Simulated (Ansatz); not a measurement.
# Sb2Te3: response to strain

Consider Sb2Te3 in the Bi2Te3 type structure (space group R-3m, No. 166; a = 4.276 Å, c = 29.826 Å (hexagonal axes)). Axes: x lies along a and z along c of the hexagonal cell.

Strains are applied to the cell and any free atomic positions relax; under biaxial strain the out-of-plane vector relaxes too.

Calculations: PBE-D3(BJ) in Ansatz (plane waves to 420 eV, PAW, no SOC), earlier PAW set.

Notes on the quantities. energy relative to the base: free energy F; pressure: mean of the normal stresses, compression positive.

| change | energy relative to the base | largest internal atomic displacement | volume per atom | pressure |
|---|---|---|---|---|
| base | 0 meV/atom | – | 31.49 Å³ | 0.0 GPa |
| biaxial strain −2.70 %, plane normal [001], relaxed out of plane | +10 meV/atom | – | 30.67 Å³ | 1.3 GPa |
| isotropic strain −4.25 % | +82 meV/atom | 0.121 Å | 27.64 Å³ | 7.9 GPa |
| isotropic strain −1.98 % | ___ | 0.067 Å | 29.66 Å³ | 3.0 GPa |
| isotropic strain −1.77 % | +13 meV/atom | ___ | 29.85 Å³ | 2.6 GPa |
| isotropic strain −1.37 % | +7.3 meV/atom | 0.049 Å | 30.21 Å³ | ___ |

Question: What belongs in the blanks?

Answer: 
- isotropic strain −1.98 %, energy relative to the base: +16 meV/atom
- isotropic strain −1.77 %, largest internal atomic displacement: 0.061 Å
- isotropic strain −1.37 %, pressure: 1.9 GPa

A case with no gap was solved on a k-mesh chosen for an insulator, which is coarse for it. No phonon test of stability was made. The final runs are not spin-polarised.

Ansatz is a first-principles code.
